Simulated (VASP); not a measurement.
# SiC (Moissanite 3C) (F-43m) in VASP: settings compared

The runs below take SiC (Moissanite 3C) through relaxation of cell and atoms, with vdW-DF, vdW-DF2, optB86b-vdW, optB88-vdW.

Program: VASP 6.6.1. These are calculated values, not measurements. Logs are shortened: lines on timing, memory, paths and dates and some standing lists are left out, and cuts for length are marked.

## 1. The structure

Symmetry: F-43m, No. 216, cubic system. Conventional cell: a = 4.358 Å, b = 4.358 Å, c = 4.358 Å, α = 90.00°, β = 90.00°, γ = 90.00°. Si (site symmetry -43m) is surrounded by 4 C at 1.89 Å. Around C (site symmetry -43m) lie 4 Si at 1.89 Å.

## 2. Relaxation of cell and atoms, vdW-DF

INCAR reads:

```
SYSTEM = SiC
PREC = Accurate
ENCUT = 600
EDIFF = 1E-6
ISMEAR = -1
SIGMA = 0.05
LREAL = .FALSE.
LASPH = .TRUE.
NELM = 100
ALGO = Normal
ISIF = 3
LWAVE = .FALSE.
LCHARG = .FALSE.
GGA = RE
LUSE_VDW = .TRUE.
AGGAC = 0.0
IBRION = 2
NSW = 60
EDIFFG = -0.02
```

KPOINTS reads:

```
Automatic mesh
0
G
  10 10 10
  0 0 0
```

POSCAR reads:

```
SiC
1.0
    0.0000000000      2.1790000000      2.1790000000
    2.1790000000      0.0000000000      2.1790000000
    2.1790000000      2.1790000000      0.0000000000
Si C
1 1
Direct
    0.0000000000      0.0000000000      0.0000000000
    0.7500000000      0.7500000000      0.7500000000
```

Potentials or basis: VASP PAW PBE potentials, release 64 (Si, C).

On the command line:

```
$ cat potpaw_PBE.64/Si/POTCAR potpaw_PBE.64/C/POTCAR > POTCAR
$ mpirun -np 1 vasp_std > vasp.out
```

OUTCAR:

```text
SYSTEM = SiC
   PREC = Accurate
   ENCUT = 600
   EDIFF = 1E-6
   ISMEAR = -1
   LREAL = .FALSE.
   LASPH = .TRUE.
   NELM = 100
   ISIF = 3
   GGA = RE
   IBRION = 2
   NSW = 60
   EDIFFG = -0.02

 ion  position               nearest neighbor table
   1  0.000  0.000  0.000-   2 1.89   2 1.89   2 1.89   2 1.89
   2  0.750  0.750  0.750-   1 1.89   1 1.89   1 1.89   1 1.89

  LATTYP: Found a face centered cubic cell.
 ALAT       =     4.3580000000

  Lattice vectors:

 A1 = (   0.0000000000,   2.1790000000,   2.1790000000)
 A2 = (   2.1790000000,   0.0000000000,   2.1790000000)
 A3 = (   2.1790000000,   2.1790000000,   0.0000000000)

Analysis of symmetry for initial positions (statically):
=====================================================================
 Subroutine PRICEL returns:
 Original cell was already a primitive cell.

 Routine SETGRP: Setting up the symmetry group for a
 face centered cubic supercell.

 Subroutine GETGRP returns: Found 24 space group operations
 (whereof 24 operations were pure point group operations)
 out of a pool of 48 trial point group operations.

The static configuration has the point symmetry T_d .

Analysis of symmetry for dynamics (positions and initial velocities):
=====================================================================
 Subroutine PRICEL returns:
 Original cell was already a primitive cell.

 Routine SETGRP: Setting up the symmetry group for a
 face centered cubic supercell.

 Subroutine GETGRP returns: Found 24 space group operations
 (whereof 24 operations were pure point group operations)
 out of a pool of 48 trial point group operations.

The dynamic configuration has the point symmetry T_d .

 Subroutine INISYM returns: Found 24 space group operations
 (whereof 24 operations are pure point group operations),
 and found     1 'primitive' translations

----------------------------------------------------------------------------------------

                                     Primitive cell

  volume of cell :      20.6920

  direct lattice vectors                    reciprocal lattice vectors
     0.000000000  2.179000000  2.179000000    -0.229463056  0.229463056  0.229463056
     2.179000000  0.000000000  2.179000000     0.229463056 -0.229463056  0.229463056
     2.179000000  2.179000000  0.000000000     0.229463056  0.229463056 -0.229463056

  length of vectors
     3.081571352  3.081571352  3.081571352     0.397441672  0.397441672  0.397441672

  position of ions in fractional coordinates (direct lattice)
     0.000000000  0.000000000  0.000000000
     0.750000000  0.750000000  0.750000000

  ion indices of the primitive-cell ions
   primitive index   ion index
                 1           1
                 2           2

----------------------------------------------------------------------------------------

 KPOINTS: Automatic mesh

Automatic generation of k-mesh.
 Grid dimensions read from file:
 generate k-points for:   10   10   10

 Generating k-lattice:

  Cartesian coordinates                     Fractional coordinates (reciprocal lattice)
    -0.022946306  0.022946306  0.022946306     0.100000000  0.000000000  0.000000000
     0.022946306 -0.022946306  0.022946306     0.000000000  0.100000000  0.000000000
     0.022946306  0.022946306 -0.022946306     0.000000000  0.000000000  0.100000000

  Length of vectors
     0.039744167  0.039744167  0.039744167

  Shift w.r.t. Gamma in fractional coordinates (k-lattice)
     0.000000000  0.000000000  0.000000000

 Subroutine IBZKPT returns following result:
 ===========================================

 Found     47 irreducible k-points:

 Following reciprocal coordinates:
            Coordinates               Weight
  0.000000  0.000000  0.000000      1.000000
  0.100000  0.000000  0.000000      8.000000
  0.200000  0.000000  0.000000      8.000000
  0.300000  0.000000  0.000000      8.000000
  0.400000  0.000000  0.000000      8.000000
  0.500000  0.000000  0.000000      4.000000
[... 16 lines left out ...]
  0.300000  0.300000  0.000000      6.000000
  0.400000  0.300000  0.000000     24.000000
 [... further k-points ...]
   k-points           NKPTS =     47   k-points in BZ     NKDIM =     47   number of bands    NBANDS=      8
   number of dos      NEDOS =    301   number of ions     NIONS =      2
   total plane-waves  NPLWV =  21952
   dimension x,y,z NGX =    28 NGY =   28 NGZ =   28
   dimension x,y,z NGXF=    56 NGYF=   56 NGZF=   56
   ions per type =               1   1
   NGX,Y,Z   is equivalent  to a cutoff of  15.11, 15.11, 15.11 a.u.
   NGXF,Y,Z  is equivalent  to a cutoff of  30.21, 30.21, 30.21 a.u.
 SYSTEM =  SiC
   PREC   = accura    normal or accurate (medium, high low for compatibility)
   ISTART =      0    job   : 0-new  1-cont  2-samecut
   ICHARG =      2    charge: 1-file 2-atom 10-const
   ISPIN  =      1    spin polarized calculation?
   LNONCOLLINEAR =      F non collinear calculations
   LSORBIT =      F    spin-orbit coupling
   LASPH  =      T    aspherical Exc in radial PAW
   ENCUT  =  600.0 eV  44.10 Ry    6.64 a.u.   6.15  6.15  6.15*2*pi/ulx,y,z
   NELM   =    100;   NELMIN=  2; NELMDL= -5     # of ELM steps
   EDIFF  = 0.1E-05   stopping-criterion for ELM
   LREAL  =      F    real-space projection
   EDIFFG = -.2E-01   stopping-criterion for IOM
   NSW    =     60    number of steps for IOM
   IBRION =      2    ionic relax: 0-MD 1-quasi-New 2-CG
   NFREE  =      1    steps in history (QN), initial steepest desc. (CG)
   ISIF   =      3    stress and relaxation
   ISYM   =      2    0-nonsym 1-usesym 2-fastsym
   POTIM  = 0.5000    time-step for ionic-motion
   TEBEG  =    0.0;   TEEND  =   0.0 temperature during run
   PSTRESS=    0.0 pullay stress
   NELECT =       8.0000    total number of electrons
   NUPDOWN=      -1.0000    fix difference up-down
   EMIN   =  10.00;   EMAX   =-10.00  energy-range for DOS
   EFERMI =   0.00;   METHOD = LEGACY
   ISMEAR =    -1;   SIGMA  =   0.05  broadening in eV -4-tet -1-fermi 0-gaus
   EFERMI_NEDOS =   21; number of points for ismear=-14 and -15
   IALGO  =     38    algorithm
   IMIX   =      4    mixing-type and parameters
     AMIX     =   0.40;   BMIX     =  1.00
     AMIX_MAG =   1.60;   BMIX_MAG =  1.00
  volume/ion in A,a.u.               =      10.35        69.82
  Fermi-wavevector in a.u.,A,eV,Ry     =   1.192626  2.253736 19.352338  1.422357
  Thomas-Fermi vector in A             =   2.328660
   LORBIT       =      0    0 simple, 1 ext, 2 COOP (PROOUT), +10 PAW based schemes
   GGA     = RE    functional components
   LHFCALC =     F    Hartree Fock is set to
   AEXX    =    0.0000 exact exchange contribution
   IVDW_NL    =     1    kernel type
   BPARAM     = 6.3000
   IVDW    =     0    specifies the selected vdW correction
   LEPSILON=     F    determine dielectric tensor
   LRPA    =     F    only Hartree local field effects (RPA)
 conjugate gradient relaxation of ions
 non-spin polarized calculation
  energy-cutoff  :      600.00
  volume of cell :       20.69
 maximum number of plane-waves:       701
 NGX is ok and might be reduce to    28
   NGX = 13   NGY = 13   NGZ = 13

--------------------------------------- Ionic step        1  -------------------------------------------

 number of electron       8.0000000 magnetization

 Free energy of the ion-electron system (eV)
  ---------------------------------------------------
  ext. energy  EPLUGINS =         0.00000000
  ---------------------------------------------------
  free energy    TOTEN  =       -11.68937898 eV

  energy without entropy =      -11.68937897  energy(sigma->0) =      -11.68937898

------------------------ aborting loop because EDIFF is reached ----------------------------------------

  FORCE on cell =-STRESS in cart. coord.  units (eV):
  Direction    XX          YY          ZZ          XY          YZ          ZX
  --------------------------------------------------------------------------------------
  -------------------------------------------------------------------------------------
  Total        0.9483273      0.9483273      0.9483273      0.0000000      0.0000000      0.0000000
  in kB       73.4289205     73.4289205     73.4289205      0.0000000      0.0000000      0.0000000
  external PRESSURE =      73.4289205 kB  Pullay stress =       0.0000000 kB
[... 61 lines left out ...]
Total vdW correction in eV:      0.9887246

--------------------------------------- Ionic step        3  -------------------------------------------

 number of electron       8.0000000 magnetization

 Free energy of the ion-electron system (eV)
  ---------------------------------------------------
  ext. energy  EPLUGINS =         0.00000000
  ---------------------------------------------------
  free energy    TOTEN  =       -11.70542458 eV

  energy without entropy =      -11.70542458  energy(sigma->0) =      -11.70542458

 E-fermi :   8.5902     XC(G=0): -10.9748

 val. band max:        7.7353638910   @ k =   0.0000   0.0000   0.0000
 cond. band min:       9.4071460240   @ k =   0.5000   0.5000   0.0000
 fundamental gap:      1.6717821329
 Fermi energy:         8.5902089701

 k-point     1 :       0.0000    0.0000    0.0000
  band No.  band energies     occupation
      1      -7.3157      2.00000
      2       7.7354      2.00000
      3       7.7354      2.00000
      4       7.7354      2.00000
      5      13.7261      0.00000
      6      14.9163      0.00000
      7      14.9163      0.00000
      8      14.9163      0.00000
[... 243 lines left out ...]
 k-point    24 :       0.4000    0.3000    0.0000
  band No.  band energies     occupation
      1      -4.2995      2.00000
      2       2.2317      2.00000
      3       4.7166      2.00000
      4       5.2053      2.00000
      5      10.8307      0.00000
      6      13.4348      0.00000
      7      19.1104      0.00000
      8      19.4519      0.00000

 [... further k-points ...]

------------------------ aborting loop because EDIFF is reached ----------------------------------------

  FORCE on cell =-STRESS in cart. coord.  units (eV):
  Direction    XX          YY          ZZ          XY          YZ          ZX
  --------------------------------------------------------------------------------------
  -------------------------------------------------------------------------------------
  Total       -0.0021172     -0.0021172     -0.0021172      0.0000000      0.0000000      0.0000000
  in kB       -0.1583878     -0.1583878     -0.1583878      0.0000000      0.0000000      0.0000000
  external PRESSURE =      -0.1583878 kB  Pullay stress =       0.0000000 kB
[... 17 lines left out ...]
  FREE ENERGIE OF THE ION-ELECTRON SYSTEM (eV)
  ---------------------------------------------------
  free  energy   TOTEN  =       -11.7054245767 eV

  energy  without entropy=      -11.7054245758  energy(sigma->0) =      -11.70542458

Total vdW correction in eV:      0.9710717

 reached required accuracy - stopping structural energy minimisation
```

Run time: 1.7 min. Hardware: 1 thread of AMD EPYC 7R43 (Zen 3), shared host; peak memory 0.28 GiB.

Results:

| Property | Result |
| --- | --- |
| Free energy | -11.7054 eV |
| Relaxed volume | 10.71 Å³/atom |
| Relaxed cell | a = 3.117 Å, b = 3.117 Å, c = 3.117 Å, α = 60.00°, β = 60.00°, γ = 60.00° |
| Space group after relaxing (to 0.05 Å) | F-43m (No. 216) |
| Energy gained by relaxing | 8.0 meV/atom |
| Ionic steps | 3 |
| Pressure after relaxing | 0.0 GPa |
| Band gap on the k mesh | 1.67 eV, indirect (least direct gap 4.74 eV) |

Step by step:
| step | energy change (eV) | largest force (eV/Å) | pressure (GPa) | volume (Å³) |
| --- | --- | --- | --- | --- |
| 1 | 0.0000 | 0.0000 | 7.34 | 20.69 |
| 2 | -0.0014 | 0.0000 | -6.25 | 22.14 |
| 3 | -0.0160 | 0.0000 | -0.02 | 21.42 |

Final structure:
```
CELL_PARAMETERS angstrom
0.00000 2.20416 2.20416
2.20416 0.00000 2.20416
2.20416 2.20416 0.00000
ATOMIC_POSITIONS crystal
Si 0.00000 0.00000 0.00000
C 0.75000 0.75000 0.75000
```

Caveat: the PAW data sets were made with another functional, which shifts forces and pressure a little.

## 3. Relaxation of cell and atoms, vdW-DF2

INCAR reads:

```
PREC = Accurate
ENCUT = 600
EDIFF = 1E-7
ISMEAR = -1
SIGMA = 0.05
LREAL = False
LASPH = True
NELM = 60
ALGO = Fast
ISIF = 3
LWAVE = False
LCHARG = False
GGA = ML
LUSE_VDW = True
AGGAC = 0.0
ZAB_VDW = -1.8867
IBRION = 2
NSW = 40
EDIFFG = -0.005
```

KPOINTS reads:

```
Automatic mesh
0
Gamma
  10 10 10
```

POSCAR is that of step 2.

Potentials or basis: VASP PAW PBE potentials, release 64 (Si, C).

On the command line:

```
$ cat potpaw_PBE.64/Si/POTCAR potpaw_PBE.64/C/POTCAR > POTCAR
$ mpirun -np 1 vasp_std > vasp.out
```

OUTCAR:

```text
PREC = Accurate
   ENCUT = 600
   EDIFF = 1E-7
   ISMEAR = -1
   LREAL = False
   LASPH = True
   NELM = 60
   ISIF = 3
   GGA = ML
   IBRION = 2
   NSW = 40
   EDIFFG = -0.005

 ion  position               nearest neighbor table
   1  0.000  0.000  0.000-   2 1.89   2 1.89   2 1.89   2 1.89
   2  0.750  0.750  0.750-   1 1.89   1 1.89   1 1.89   1 1.89

  LATTYP: Found a face centered cubic cell.
 ALAT       =     4.3580000000

  Lattice vectors:

 A1 = (   0.0000000000,   2.1790000000,   2.1790000000)
 A2 = (   2.1790000000,   0.0000000000,   2.1790000000)
 A3 = (   2.1790000000,   2.1790000000,   0.0000000000)

Analysis of symmetry for initial positions (statically):
=====================================================================
 Subroutine PRICEL returns:
 Original cell was already a primitive cell.

 Routine SETGRP: Setting up the symmetry group for a
 face centered cubic supercell.

 Subroutine GETGRP returns: Found 24 space group operations
 (whereof 24 operations were pure point group operations)
 out of a pool of 48 trial point group operations.

The static configuration has the point symmetry T_d .

Analysis of symmetry for dynamics (positions and initial velocities):
=====================================================================
 Subroutine PRICEL returns:
 Original cell was already a primitive cell.

 Routine SETGRP: Setting up the symmetry group for a
 face centered cubic supercell.

 Subroutine GETGRP returns: Found 24 space group operations
 (whereof 24 operations were pure point group operations)
 out of a pool of 48 trial point group operations.

The dynamic configuration has the point symmetry T_d .

 Subroutine INISYM returns: Found 24 space group operations
 (whereof 24 operations are pure point group operations),
 and found     1 'primitive' translations

----------------------------------------------------------------------------------------
[... 129 lines left out ...]
  energy-cutoff  :      600.00
  volume of cell :       20.69
 maximum number of plane-waves:       701
 NGX is ok and might be reduce to    28
   NGX = 13   NGY = 13   NGZ = 13

--------------------------------------- Ionic step        1  -------------------------------------------

 number of electron       8.0000000 magnetization

 Free energy of the ion-electron system (eV)
  ---------------------------------------------------
  ext. energy  EPLUGINS =         0.00000000
  ---------------------------------------------------
  free energy    TOTEN  =       -11.59912063 eV

  energy without entropy =      -11.59912063  energy(sigma->0) =      -11.59912063

------------------------ aborting loop because EDIFF is reached ----------------------------------------

  FORCE on cell =-STRESS in cart. coord.  units (eV):
  Direction    XX          YY          ZZ          XY          YZ          ZX
  --------------------------------------------------------------------------------------
  -------------------------------------------------------------------------------------
  Total        1.2355448      1.2355448      1.2355448      0.0000000      0.0000000     -0.0000000
  in kB       95.6681570     95.6681570     95.6681570      0.0000000      0.0000000     -0.0000000
  external PRESSURE =      95.6681570 kB  Pullay stress =       0.0000000 kB
[... 63 lines left out ...]
--------------------------------------- Ionic step        3  -------------------------------------------

 number of electron       8.0000000 magnetization

 Free energy of the ion-electron system (eV)
  ---------------------------------------------------
  ext. energy  EPLUGINS =         0.00000000
  ---------------------------------------------------
  free energy    TOTEN  =       -11.62694400 eV

  energy without entropy =      -11.62694400  energy(sigma->0) =      -11.62694400

 E-fermi :   8.5825     XC(G=0): -10.6754

 val. band max:        7.5985696445   @ k =   0.0000   0.0000   0.0000
 cond. band min:       9.5602426844   @ k =   0.5000   0.5000   0.0000
 fundamental gap:      1.9616730399
 Fermi energy:         8.5825324445

 k-point     1 :       0.0000    0.0000    0.0000
  band No.  band energies     occupation
      1      -7.2708      2.00000
      2       7.5986      2.00000
      3       7.5986      2.00000
      4       7.5986      2.00000
      5      13.5414      0.00000
      6      14.7271      0.00000
      7      14.7271      0.00000
      8      14.7271      0.00000
[... 243 lines left out ...]
 k-point    24 :       0.4000    0.3000    0.0000
  band No.  band energies     occupation
      1      -4.2987      2.00000
      2       2.1257      2.00000
      3       4.6465      2.00000
      4       5.1151      2.00000
      5      10.9080      0.00000
      6      13.3338      0.00000
      7      18.8611      0.00000
      8      19.2291      0.00000

 [... further k-points ...]

------------------------ aborting loop because EDIFF is reached ----------------------------------------

  FORCE on cell =-STRESS in cart. coord.  units (eV):
  Direction    XX          YY          ZZ          XY          YZ          ZX
  --------------------------------------------------------------------------------------
  -------------------------------------------------------------------------------------
  Total       -0.0059043     -0.0059043     -0.0059043     -0.0000000     -0.0000000      0.0000000
  in kB       -0.4365873     -0.4365873     -0.4365873     -0.0000000     -0.0000000      0.0000000
  external PRESSURE =      -0.4365873 kB  Pullay stress =       0.0000000 kB
[... 21 lines left out ...]
  energy  without entropy=      -11.6269439987  energy(sigma->0) =      -11.62694400

Total vdW correction in eV:      0.9601438

 reached required accuracy - stopping structural energy minimisation
```

OSZICAR:

```text
N       E                     dE             d eps       ncg     rms          rms(c)
DAV:   1     0.106623633536E+02    0.10662E+02   -0.44078E+03   768   0.950E+02
DAV:   2    -0.133884011444E+02   -0.24051E+02   -0.22988E+02  1080   0.118E+02
DAV:   3    -0.138612096914E+02   -0.47281E+00   -0.47281E+00   856   0.204E+01
DAV:   4    -0.138629597346E+02   -0.17500E-02   -0.17500E-02  1160   0.133E+00
[... 29 lines left out ...]
RMM:   5    -0.116269412443E+02    0.16445E-04   -0.58025E-05   752   0.730E-02    0.282E-02
RMM:   6    -0.116269481726E+02   -0.69283E-05   -0.29013E-05   752   0.452E-02    0.104E-02
RMM:   7    -0.116269438289E+02    0.43437E-05   -0.10347E-05   753   0.241E-02    0.488E-03
RMM:   8    -0.116269439779E+02   -0.14895E-06   -0.12900E-06   750   0.105E-02    0.490E-03
RMM:   9    -0.116269439988E+02   -0.20886E-07   -0.12170E-07   555   0.359E-03
   3 F= -.11626944E+02 E0= -.11626944E+02  d E =-.278234E-01
```

Wall time 2.8 min (1 thread of AMD EPYC 7R43 (Zen 3), shared host); peak memory 0.28 GiB.

Results:

* Free energy: -11.6269 eV
* Relaxed volume: 10.83 Å³/atom
* Relaxed cell: a = 3.129 Å, b = 3.129 Å, c = 3.129 Å, α = 60.00°, β = 60.00°, γ = 60.00°
* Space group after relaxing (to 0.05 Å): F-43m (No. 216)
* Energy gained by relaxing: 13.9 meV/atom
* Ionic steps: 3
* Pressure after relaxing: 0.0 GPa
* Band gap on the k mesh: 1.96 eV, indirect (least direct gap 4.98 eV)

The path:
```
step  energy change (eV)  largest force (eV/Å)  pressure (GPa)  volume (Å³)
   1              0.0000                0.0000            9.57        20.69
   2             -0.0055                0.0000           -7.36        22.60
   3             -0.0278                0.0000           -0.04        21.67
```

Final structure:
```yaml
crystal:
  lattice:
    - [0.00000, 2.21272, 2.21272]
    - [2.21272, 0.00000, 2.21272]
    - [2.21272, 2.21272, 0.00000]
  atoms:
    - { symbol: Si, position: [0.00000, 0.00000, 0.00000] }
    - { symbol: C, position: [0.75000, 0.75000, 0.75000] }
```

Caveat: the PAW data sets were made with another functional, which shifts forces and pressure a little. Zero-point motion and thermal expansion aren't in these numbers.

(Part 1 of 2 ends here.)
